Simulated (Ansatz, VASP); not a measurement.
**AlN in VASP and in Ansatz**

File INCAR:

```
SYSTEM = AlN
  PREC = Accurate
  ENCUT = 600
  EDIFF = 1E-7
  ISMEAR = -1
  SIGMA = 0.1
  LREAL = .FALSE.
  LASPH = .TRUE.
  NELM = 100
  ALGO = Normal
  ISIF = 3
  LWAVE = .FALSE.
  LCHARG = .FALSE.
  GGA = PS
  IBRION = 2
  NSW = 100
  EDIFFG = -0.002
```

The input KPOINTS:

```
Automatic mesh
0
G
  12 12 8
  0 0 0
```

Contents of POSCAR:

```
AlN
1.0
    3.1130000000      0.0000000000      0.0000000000
   -1.5565000000      2.6959370820      0.0000000000
    0.0000000000      0.0000000000      4.9810000000
Al N
2 2
Direct
    0.3333333333      0.6666666667      0.0000000000
    0.6666666667      0.3333333333      0.5000000000
    0.3333333333      0.6666666667      0.3800000000
    0.6666666667      0.3333333333      0.8800000000
```

Input for Ansatz:

```yaml
crystal:
  lattice:
    - [3.11300000001, 0.0, 0.0]
    - [-1.5565, 2.69593708199, 0.0]
    - [0.0, 0.0, 4.981]
  atoms:
    - { symbol: Al, position: [0.333333333333, 0.666666666667, 0.0] }
    - { symbol: Al, position: [0.666666666667, 0.333333333333, 0.5] }
    - { symbol: "N", position: [0.333333333333, 0.666666666667, 0.38] }
    - { symbol: "N", position: [0.666666666667, 0.333333333333, 0.88] }
kpoints:
  mp_grid: { grid: [12, 12, 8] }
scf:
  occupations: { method: fermi_dirac, width: 0.1 }
hamiltonian:
  xc: pbesol
  pseudopotentials: { kind: paw }
relax:
  f_tol: 0.002
  max_steps: 80
  cell: {}
output:
  forces: true
  stress: true
  write_density: true
  write_potential: true
  elf: true
  volumetric_format: npy
```

Alike in both runs: task relaxation of cell and atoms; functional PBEsol; k mesh 12 × 12 × 8; occupations fermi-dirac, width 0.1 eV; no spin polarisation.

```csv
,VASP,Ansatz
version,VASP 6.6.1,Ansatz 0.2.0
potentials or method,"VASP PAW PBE potentials, release 64 (Al, N)","PAW with Ansatz's default frozen-core files, scalar-relativistic"
plane-wave cutoff (eV),600,420
valence electrons in the cell,16,16
```

|  | VASP | Ansatz | Ansatz less VASP |
| --- | --- | --- | --- |
| gap on the k mesh at the Fermi level, each at its own relaxed structure (eV) | 4.12 | 4.09 | -0.023 |
| relaxed volume (Å³/atom) | 10.45 | 10.46 | +0.008 |
| relaxed cell length with the largest relative difference (Å) | 4.982 | 4.984 | +0.0015 |

Caveats: the PAW data sets were made with another functional, which shifts forces and pressure a little (VASP). A k mesh can miss the band edges.
